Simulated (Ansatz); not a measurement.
Born–Oppenheimer molecular dynamics of a periodic cell of 49 atoms, Si16HO32 (host SiO2, host structure C222_1, interstitial H). It goes on from the last frame of an earlier run, with new velocities.

Level of theory: DFT PBEsol, scalar-relativistic, plane waves, PAW in Ansatz. Settings: accuracy low, PAW set soft_1, cutoff 420 eV, k mesh 1x1x1, fermi-dirac smearing 0.05 eV, spin collinear.

- ensemble: NVT, Langevin thermostat
- time step: 3 fs
- steps asked: 200
- set temperature: 1260 K
- friction: 0.02 /fs
- seed: 64518

Frames 15 fs apart, positions in Å, forces in eV/Å.

Velocities at 360 fs (Å/ps):

```
Si -2.98 -1.85 0.99
Si 15.04 0.70 10.09
Si 5.14 0.26 -4.87
Si 0.31 2.76 2.19
O 10.50 -2.10 -2.69
O 15.64 -9.53 18.00
O 9.33 -2.37 -6.38
O -6.82 10.09 5.85
O 0.51 -10.32 -3.55
O -14.59 -4.24 -12.90
O -5.56 -5.15 -3.83
O -5.85 4.88 2.23
Si -4.16 -5.62 -3.97
Si 4.03 -5.07 -2.32
Si 10.60 -4.04 -10.16
Si 0.05 8.02 -2.73
O 8.26 0.57 -3.38
O 5.88 15.44 3.62
O -8.08 6.67 7.79
O -6.80 13.15 2.86
O 12.08 -8.96 4.70
O -3.89 -4.09 0.46
O 2.53 -12.74 1.63
O 10.82 -2.52 1.77
Si 3.15 2.01 -10.69
Si -2.03 -0.75 -1.11
Si 4.15 -9.98 -2.45
Si -7.17 -3.31 -1.59
O 22.05 5.63 -18.11
O -1.90 -9.55 8.03
O -19.26 0.68 -0.32
O -8.96 -9.26 11.05
O 16.08 -3.77 4.83
O -3.27 4.57 1.71
O -4.11 -1.87 -0.98
O 1.16 -14.35 1.19
Si -9.61 7.56 -3.54
Si 7.06 -0.24 9.73
Si 2.68 7.08 8.26
Si 7.51 2.07 6.70
O 6.41 -10.26 -4.76
O 6.46 1.00 -7.31
O 6.03 -8.02 9.97
O -3.26 -1.82 5.78
O -17.74 2.49 9.06
O -3.00 7.00 -0.71
O -4.96 4.04 6.55
O -4.84 5.55 -11.29
H -0.23 34.11 -24.94
```

```xyz
49
Lattice="-10.0780 0.0000 0.0000 0.0000 -8.7640 0.0000 0.0000 0.0000 8.2350" Properties=species:S:1:pos:R:3:forces:R:3 time_fs=360 energy_less_start_eV=5.552 T=1259
Si -5.007 -3.416 4.784 3.92 -0.89 -2.84
Si -5.611 -5.704 0.866 -1.57 1.98 -6.74
Si -5.277 -2.765 7.861 0.43 -2.66 -0.13
Si -5.114 -6.288 3.800 3.94 -0.94 1.21
O -5.466 -6.239 2.271 -0.08 -1.58 0.07
O -5.113 -3.158 6.285 -0.94 -0.85 3.79
O -4.514 -4.830 4.069 0.19 0.25 1.53
O -5.189 -4.125 0.654 -1.44 2.66 -0.20
O -6.372 -3.174 4.132 -4.13 1.79 -0.87
O -4.618 -6.047 7.769 0.97 -3.11 1.30
O -3.979 -1.840 -0.366 -0.51 -1.08 1.14
O -6.368 -6.582 4.634 -3.06 -0.82 1.54
Si -2.514 -7.635 4.757 -1.27 2.55 -3.21
Si -2.874 -1.119 0.485 2.94 -1.68 1.70
Si -3.229 -6.982 7.818 0.96 2.99 -2.06
Si -2.386 -1.839 3.741 -3.32 -0.82 0.26
O -2.590 -1.603 2.117 0.27 0.56 -1.79
O -2.701 -7.027 6.184 -0.52 -0.34 4.30
O -2.142 -0.391 4.455 1.27 -0.76 0.15
O -3.385 0.362 0.292 0.02 1.63 0.62
O -4.095 -7.585 4.101 1.26 1.55 -0.33
O -1.498 -1.401 7.787 -0.63 0.41 1.13
O -2.076 -6.069 0.359 -4.44 -2.98 -1.34
O -3.870 -2.411 4.229 1.46 1.25 -0.48
Si -10.057 -3.309 4.869 1.80 0.25 0.20
Si -0.700 -5.421 0.559 1.65 -0.66 1.75
Si -0.347 -2.546 7.843 0.86 0.48 2.59
Si -10.040 -6.026 3.680 -1.76 0.73 -1.82
O -0.442 -5.566 2.148 2.51 -0.06 0.57
O 0.179 -2.897 6.393 0.29 0.04 0.94
O -9.583 -4.772 4.547 0.10 -1.09 0.60
O -1.015 -3.902 0.258 1.04 2.28 -0.83
O -1.419 -3.011 4.367 -2.08 1.49 -1.75
O -9.721 -6.297 7.909 -0.72 1.05 -0.01
O -9.157 -2.009 0.647 -0.93 -0.51 -2.01
O -1.461 -6.404 4.079 -2.22 -3.58 1.93
Si -7.637 -7.572 4.877 2.10 -2.27 -0.97
Si -7.754 -1.131 0.655 -0.59 -2.32 4.38
Si -8.322 -7.034 7.943 -0.02 -0.14 -2.70
Si -7.409 -1.904 3.858 -0.19 -0.86 -2.25
O -7.038 -1.692 2.262 -1.97 1.56 -2.61
O -7.950 -7.495 6.413 -0.74 -0.21 1.16
O -7.123 -0.438 4.458 -1.09 2.73 1.63
O -8.330 0.430 0.577 0.90 -4.01 1.25
O -8.826 -7.027 3.963 -0.37 -1.16 -0.96
O -6.588 -1.866 8.025 -1.09 1.22 -0.53
O -7.178 -6.189 0.279 4.50 3.34 2.13
O -8.916 -2.503 4.157 2.27 2.64 -1.41
H -0.572 0.460 2.405 0.01 -0.03 -0.07
49
Lattice="-10.0780 0.0000 0.0000 0.0000 -8.7640 0.0000 0.0000 0.0000 8.2350" Properties=species:S:1:pos:R:3:forces:R:3 time_fs=375 energy_less_start_eV=4.595 T=1221
Si -4.961 -3.422 4.725 1.92 0.95 1.97
Si -5.458 -5.676 0.823 -2.47 0.83 -1.19
Si -5.294 -2.777 7.901 -0.42 0.30 -1.78
Si -5.015 -6.326 3.889 -0.21 1.75 -0.72
O -5.343 -6.370 2.318 0.21 0.98 -2.51
O -4.935 -3.373 6.398 -1.64 -0.51 -1.53
O -4.309 -4.772 4.110 -1.40 -3.32 0.46
O -5.352 -3.980 0.730 0.13 -1.68 0.99
O -6.437 -3.211 4.076 1.12 0.28 1.39
O -4.700 -6.240 7.714 2.37 -0.71 0.89
O -3.938 -1.920 -0.266 -1.42 -0.98 0.76
O -6.464 -6.567 4.623 2.30 1.27 -0.71
Si -2.567 -7.591 4.741 -1.26 -3.22 1.03
Si -2.790 -1.187 0.477 1.26 2.90 0.71
Si -3.138 -6.986 7.668 -5.10 -1.25 3.40
Si -2.437 -1.773 3.698 -0.74 -0.42 -0.46
O -2.433 -1.627 2.053 -0.38 0.49 -0.15
O -2.616 -6.897 6.236 0.61 -1.42 -3.38
O -2.179 -0.429 4.526 0.73 2.40 0.64
O -3.407 0.454 0.365 1.27 -2.61 -0.56
O -4.020 -7.601 4.031 -0.36 1.04 0.83
O -1.481 -1.448 7.762 1.09 -0.87 1.03
O -2.145 -6.296 0.390 2.48 2.81 2.26
O -3.772 -2.366 4.322 -2.85 0.09 -0.32
Si -10.008 -3.260 4.775 -0.43 0.21 1.16
Si -0.774 -5.474 0.609 -0.36 -0.41 -0.75
Si -0.264 -2.666 7.973 -0.72 3.35 -3.01
Si -10.235 -6.065 3.555 1.46 -0.61 1.39
O -0.113 -5.510 2.054 -0.18 -0.57 1.68
O 0.211 -3.061 6.433 0.00 0.28 -1.03
O -9.855 -4.866 4.522 0.42 2.22 0.62
O -1.018 -3.921 0.295 -0.80 -1.27 0.79
O -1.481 -2.933 4.256 3.22 -0.30 -0.04
O -9.756 -6.207 7.955 2.77 -1.52 -1.00
O -9.193 -2.008 0.597 1.81 -0.12 0.71
O -1.538 -6.646 4.125 1.91 1.57 -2.49
Si -7.689 -7.523 4.819 0.03 -3.12 1.70
Si -7.686 -1.225 0.905 -2.72 -0.38 -4.60
Si -8.259 -7.000 7.954 0.95 0.46 2.54
Si -7.333 -1.883 3.870 0.64 0.89 -2.42
O -7.080 -1.827 2.184 0.60 0.53 3.51
O -7.952 -7.408 6.438 -0.17 -0.52 -0.24
O -7.046 -0.433 4.551 -1.21 1.88 0.06
O -8.312 0.297 0.744 1.15 2.12 -1.32
O -9.027 -7.097 4.077 -0.52 -0.63 -1.50
O -6.613 -1.746 7.935 0.08 -0.19 0.73
O -7.053 -5.928 0.389 -1.91 -1.78 -0.77
O -8.818 -2.373 3.999 -3.28 -1.06 1.25
H -0.716 0.776 2.052 0.04 -0.12 -0.02
49
Lattice="-10.0780 0.0000 0.0000 0.0000 -8.7640 0.0000 0.0000 0.0000 8.2350" Properties=species:S:1:pos:R:3:forces:R:3 time_fs=390 energy_less_start_eV=4.839 T=1237
Si -4.891 -3.372 4.789 -0.25 -3.84 0.85
Si -5.486 -5.635 0.700 -2.64 0.00 2.97
Si -5.329 -2.803 7.834 0.91 -0.76 0.29
Si -4.996 -6.237 3.924 -0.07 -2.03 -4.24
O -5.255 -6.435 2.186 0.40 1.94 -0.01
O -5.003 -3.637 6.380 -0.86 1.43 1.86
O -4.236 -4.882 4.263 -0.91 1.93 0.51
O -5.518 -3.964 0.814 0.92 -0.63 -1.43
O -6.363 -3.181 4.201 -1.26 2.53 -0.31
O -4.581 -6.374 7.799 -2.73 1.96 -0.06
O -3.879 -2.113 -0.098 0.34 0.65 0.61
O -6.377 -6.542 4.633 -2.35 -0.78 0.19
Si -2.592 -7.643 4.737 1.59 -1.03 0.76
Si -2.705 -1.113 0.518 -0.75 -2.42 -1.07
Si -3.223 -7.072 7.672 4.74 -0.21 2.14
Si -2.549 -1.757 3.683 4.94 1.37 0.49
O -2.290 -1.526 2.043 -1.16 0.08 1.32
O -2.541 -6.999 6.213 -0.72 -0.76 1.52
O -2.087 -0.380 4.549 -0.56 -1.36 -0.67
O -3.317 0.357 0.359 0.16 -0.69 -0.80
O -3.982 -7.545 4.092 -3.53 1.03 -0.69
O -1.379 -1.526 7.809 -1.71 2.19 0.81
O -2.057 -6.365 0.480 -1.44 0.01 -0.83
O -3.793 -2.329 4.424 -1.59 1.23 -0.59
Si -9.966 -3.201 4.780 -3.25 -0.65 1.18
Si -0.731 -5.529 0.655 2.76 -0.44 -0.68
Si -0.247 -2.596 7.966 0.92 -3.64 -2.54
Si -10.331 -6.094 3.585 4.67 0.61 1.38
O 0.083 -5.590 2.089 -1.23 -0.54 0.19
O 0.297 -3.100 6.412 -0.48 1.37 1.41
O -10.131 -4.782 4.526 1.30 -0.96 -0.26
O -0.972 -3.983 0.331 0.62 1.91 -0.30
O -1.422 -2.807 4.226 1.04 0.50 -0.31
O -9.579 -6.155 7.938 -2.30 0.54 0.63
O -9.040 -2.084 0.578 -3.59 -2.53 -0.54
O -1.592 -6.701 3.994 -1.04 0.28 -1.32
Si -7.733 -7.590 4.840 1.01 1.01 1.58
Si -7.789 -1.304 0.912 5.18 3.67 -2.34
Si -8.207 -6.925 8.050 1.63 -1.87 -0.16
Si -7.314 -1.794 3.755 -1.11 -1.42 5.80
O -6.998 -1.811 2.268 -0.30 1.48 -4.50
O -7.952 -7.304 6.468 0.33 -0.93 -0.47
O -7.009 -0.336 4.601 -1.42 -1.21 -1.32
O -8.192 0.341 0.797 0.76 0.14 -0.93
O -9.182 -7.348 4.074 0.81 1.17 -0.33
O -6.549 -1.702 7.889 -1.12 -0.20 1.52
O -7.126 -5.834 0.406 0.71 -1.29 -0.59
O -8.897 -2.338 4.001 2.60 1.37 -0.79
H -0.687 0.851 1.627 0.03 -0.20 0.03
49
Lattice="-10.0780 0.0000 0.0000 0.0000 -8.7640 0.0000 0.0000 0.0000 8.2350" Properties=species:S:1:pos:R:3:forces:R:3 time_fs=405 energy_less_start_eV=4.904 T=1192
Si -4.873 -3.496 4.879 -2.97 4.20 0.13
Si -5.626 -5.641 0.779 0.67 0.84 -1.55
Si -5.355 -2.832 7.750 1.02 -0.29 4.87
Si -5.022 -6.199 3.739 -1.63 -2.27 3.33
O -5.157 -6.327 2.161 -0.61 0.60 0.14
O -5.203 -3.820 6.473 0.34 1.79 -0.58
O -4.328 -4.848 4.357 0.33 -1.53 -1.78
O -5.569 -4.024 0.800 0.41 1.77 -1.46
O -6.440 -2.966 4.351 3.23 -1.73 1.14
O -4.693 -6.353 7.887 2.82 -1.05 -0.02
O -3.828 -2.232 0.029 -1.40 -0.38 -0.84
O -6.430 -6.481 4.745 -0.22 -0.45 -2.62
Si -2.521 -7.651 4.734 -1.17 1.18 -2.11
Si -2.648 -1.191 0.515 -2.82 -1.91 2.22
Si -3.072 -7.092 7.865 -4.56 0.89 -3.13
Si -2.474 -1.754 3.706 -2.02 1.54 3.53
O -2.345 -1.458 2.191 -0.74 0.30 -3.85
O -2.670 -7.216 6.275 0.70 0.43 1.22
O -2.021 -0.429 4.569 -0.77 1.45 0.03
O -3.267 0.217 0.189 -0.52 -0.51 0.81
O -4.107 -7.447 4.192 1.84 -0.54 -0.05
O -1.335 -1.436 7.938 1.67 -0.65 -1.34
O -2.048 -6.408 0.538 3.56 2.94 1.52
O -3.997 -2.135 4.457 1.72 -1.34 -0.81
Si -10.056 -3.164 4.839 4.17 -0.42 -1.32
Si -0.551 -5.598 0.616 -2.85 1.77 2.54
Si -0.234 -2.633 7.828 0.18 -0.49 3.31
Si -10.136 -6.072 3.698 -3.28 -0.93 -2.80
O 0.081 -5.786 2.106 0.07 0.61 -0.50
O 0.333 -2.994 6.426 0.13 0.09 -3.05
O -10.180 -4.775 4.535 1.39 2.77 1.89
O -0.810 -3.991 0.274 -0.63 -1.24 0.15
O -1.310 -2.655 4.263 -1.31 -0.89 -0.43
O -9.584 -6.203 7.909 2.84 -2.53 -1.79
O -9.062 -2.256 0.539 2.36 2.60 0.28
O -1.616 -6.634 3.712 -0.68 -1.46 2.19
Si -7.727 -7.621 4.935 1.72 2.44 -1.25
Si -7.683 -1.199 0.746 -2.19 -1.44 1.25
Si -8.113 -7.045 8.126 -1.89 1.32 -3.29
Si -7.298 -1.731 3.895 -0.78 -1.30 -4.76
O -6.948 -1.545 2.106 -0.62 -0.13 4.35
O -7.884 -7.372 6.489 -0.73 -0.85 2.43
O -7.095 -0.342 4.606 -0.66 1.86 0.66
O -8.033 0.440 0.851 -0.15 -1.32 -0.77
O -9.165 -7.239 4.042 4.14 -2.35 2.29
O -6.557 -1.620 7.936 2.39 -1.77 -2.58
O -7.177 -5.857 0.371 0.26 -0.52 0.55
O -8.796 -2.324 3.943 -2.79 -1.10 1.70
H -0.482 0.422 0.850 0.01 0.00 0.13
```

Of the whole run (600 fs, mean temperature of the second half 1233 K): A step of 3 fs is long for free X–H stretches (periods near 10 fs) and can bias their spread and the temperature. A run of 0.6 ps of so small a system gives no equilibrium averages. Limits of this set-up: coarse k mesh, PAW files made for another functional, a small cell, in which the defect meets its images, a typed lattice constant that wasn't relaxed here, low accuracy level.

The run took 17 min on 4 threads of Arm Neoverse V2 (shared host), peak memory 1 GiB.
